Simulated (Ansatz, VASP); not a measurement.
**One calculation of HfO2, two programs**

INCAR

```
PREC = Accurate
ENCUT = 520
EDIFF = 1E-6
ISMEAR = 0
SIGMA = 0.05
LREAL = F
LASPH = T
NELM = 60
ALGO = Normal
ISIF = 2
LWAVE = F
LCHARG = F
GGA = PE
NBANDS = 18
```

KPOINTS

```
Automatic mesh
0
Gamma
  8 8 8
```

File POSCAR:

```
HfO2
1.0
    0.0000000000      2.5488057606      2.5488057606
    2.6635020198      0.0000000000      2.5488057606
    2.6635020198      2.5488057606      0.0000000000
Hf O
1 2
Direct
    0.0000000000      0.0000000000      0.0000000000
    0.2500000000      0.2500000000      0.2500000000
    0.7500000000      0.7500000000      0.7500000000
```

Input for Ansatz:

```yaml
crystal:
  lattice:
    - [0.0, 2.5488057606, 2.5488057606]
    - [2.6635020198, 0.0, 2.5488057606]
    - [2.6635020198, 2.5488057606, 0.0]
  atoms:
    - { symbol: Hf, position: [0.0, 0.0, 0.0] }
    - { symbol: O, position: [0.25, 0.25, 0.25] }
    - { symbol: O, position: [0.75, 0.75, 0.75] }
basis:
  ecutwfc: 420
kpoints:
  mp_grid: { grid: [8, 8, 8] }
hamiltonian:
  xc: pbe
scf:
  occupations: { method: gaussian, width: 0.05 }
output:
  forces: true
  stress: true
  eigenvalues: true
```

Change from the starting cell: strain +0.0450 x Voigt [1, 0, 0, 0, 0, 0], atoms carried along.

Alike in both runs: task single point; functional PBE; k mesh 8 × 8 × 8; occupations gaussian, width 0.05 eV; no spin polarisation.

|  | VASP | Ansatz |
| --- | --- | --- |
| version | VASP 6.6.1 | Ansatz 0.2.0 |
| potentials or method | VASP PAW PBE potentials, release 64 (Hf_pv, O) | scalar-relativistic, plane waves, PAW |
| plane-wave cutoff (eV) | 520 | 420 |
| valence electrons in the cell | 22 | 38 |

VASP gave:

- gap on the k mesh at the Fermi level (eV): 3.25
- least direct gap on the mesh (eV): 3.39
- pressure (GPa): -13.0
- largest component of the traceless stress (GPa): 12.82

**Question.** Which values does Ansatz return?

**Answer.** gap on the k mesh at the Fermi level (eV): 3.26; least direct gap on the mesh (eV): 3.39; pressure (GPa): -9.8; largest component of the traceless stress (GPa): 12.62.

The two sets of potentials don't hold the same shells in valence.

Caveats: spin-orbit coupling is left out, which moves the levels of the heavy elements. A k mesh can miss the band edges.
